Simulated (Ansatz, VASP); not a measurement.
## One calculation of GaSb, two programs

```
Sb Ga
1.0
     0.00000    3.05900    3.05900
     3.05900    0.00000    3.05900
     3.05900    3.05900    0.00000
Sb Ga
1 1
Direct
  0.75000 0.75000 0.75000
  0.00000 0.00000 0.00000
```

Alike in both runs: task relaxation of cell and atoms; functional RPBE; k mesh 8 × 8 × 8; occupations fermi-dirac, width 0.05 eV; no spin polarisation.

```csv
,VASP,Ansatz
version,VASP 6.6.1,Ansatz 0.2.0
potentials or method,"VASP PAW PBE potentials, release 64 (Sb, Ga_d)",Ansatz PAW
plane-wave cutoff (eV),600,420
valence electrons in the cell,18,28
```

Ansatz gave:

- relaxed volume (Å³/atom): 31.04
- relaxed cell length with the largest relative difference (Å): 4.445
- energy change over the relaxation (meV/atom): -27

Problem. Estimate VASP's values.

Solution. Relaxed volume (Å³/atom): 31.02; relaxed cell length with the largest relative difference (Å): 4.443; energy change over the relaxation (meV/atom): -28.

The two sets of potentials don't hold the same shells in valence.

Caveats: the PAW data sets were made with another functional, which shifts forces and pressure a little (VASP); this crystal is a semiconductor, whose small gap the functional closes, so the metal is an error of the method (VASP); the plane-wave basis is chosen anew once the cell has moved, so the energies of steps on either side of that aren't comparable (Ansatz); the PAW data sets come from PBE, with cores solved anew for the run's functional, which leaves a small shift of forces and pressure (Ansatz). RPBE and its kin give volumes clearly too large for solids. Spin-orbit coupling is left out, which matters for the levels of Sb.
